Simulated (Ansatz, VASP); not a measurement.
Si in VASP and in Ansatz

```xyz
1
Lattice="2.6048 0.0000 0.0000 0.0000 2.6048 0.0000 0.0000 0.0000 2.6048" Properties=species:S:1:pos:R:3 pbc="T T T"
Si    0.0000    0.0000    0.0000
```

Alike in both runs: task single point; functional revPBE; k mesh 14 × 14 × 14; occupations fermi-dirac, width 0.1 eV; no spin polarisation.

|  | VASP | Ansatz |
| --- | --- | --- |
| version | VASP 6.6.1 | Ansatz 0.2.0 |
| potentials or method | VASP PAW PBE potentials, release 64 (Si) | plane waves (420 eV) with PAW, scalar-relativistic |
| plane-wave cutoff (eV) | 520 | 420 |
| valence electrons in the cell | 4 | 4 |

VASP gave:

* pressure (GPa): -6.3

Question: What did Ansatz give for the same quantities?

Answer: Pressure (GPa): -6.2.

Caveats: the PAW data sets were made with another functional, which shifts forces and pressure a little (VASP).
